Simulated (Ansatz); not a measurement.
The calculation used Ansatz, DFT PBE, scalar-relativistic, plane waves, PAW. Settings: cutoff 420 eV, Γ-centred meshes spaced at most about 0.3 Å⁻¹, and about 0.25 Å⁻¹ or finer for metals (2π included), Gaussian smearing. No spin polarisation in the final relaxations.

All energies are static (0 K, no zero-point motion).

Two relaxed structures of GaAs:

A.

```cif
data_structure
_symmetry_space_group_name_H-M 'P4_2/mmc'
_symmetry_Int_Tables_number 131
_cell_length_a 3.7540
_cell_length_b 3.7540
_cell_length_c 6.8726
_cell_angle_alpha 90.000
_cell_angle_beta 90.000
_cell_angle_gamma 90.000
_cell_volume 96.85
loop_
_atom_site_label
_atom_site_type_symbol
_atom_site_symmetry_multiplicity
_atom_site_Wyckoff_symbol
_atom_site_fract_x
_atom_site_fract_y
_atom_site_fract_z
_atom_site_occupancy
Ga1 Ga 2 f 0.50000 0.50000 0.25000 1
As1 As 2 c 0.00000 0.50000 0.00000 1
```

B.

```cif
data_structure
_symmetry_space_group_name_H-M 'P6_3/mmc'
_symmetry_Int_Tables_number 194
_cell_length_a 3.7656
_cell_length_b 3.7656
_cell_length_c 6.4528
_cell_angle_alpha 90.000
_cell_angle_beta 90.000
_cell_angle_gamma 120.000
_cell_volume 79.24
loop_
_atom_site_label
_atom_site_type_symbol
_atom_site_symmetry_multiplicity
_atom_site_Wyckoff_symbol
_atom_site_fract_x
_atom_site_fract_y
_atom_site_fract_z
_atom_site_occupancy
Ga1 Ga 2 a 0.00000 0.00000 0.00000 1
As1 As 2 c 0.33333 0.66667 0.25000 1
```

Task: Which is lower in energy, and by how much?

Result: B is lower, by 118 meV/atom. A has space group P4_2/mmc (No. 131), 24.2 Å³/atom and no gap on its mesh; B has the nickel arsenide type, space group P6_3/mmc (No. 194), 19.8 Å³/atom and no gap. Counting As atoms around Ga (those within 1.25 times the shortest such distance or 1.15 times the sum of covalent radii), A has Ga 4 and B has Ga 6. The denser one is the lower, and pressure would at first widen the difference. In A, Ga is surrounded by 4 As at 2.54 Å; As has 4 Ga at 2.54 Å. In B, around Ga lie 6 As at 2.71 Å; As has 6 Ga at 2.71 Å. Both come from invented guesses. The part of the Crystallography Open Database at hand lists GaAs in space group No. 216, which no cell shown has.

Cells relaxed within their symmetry can be saddle points.
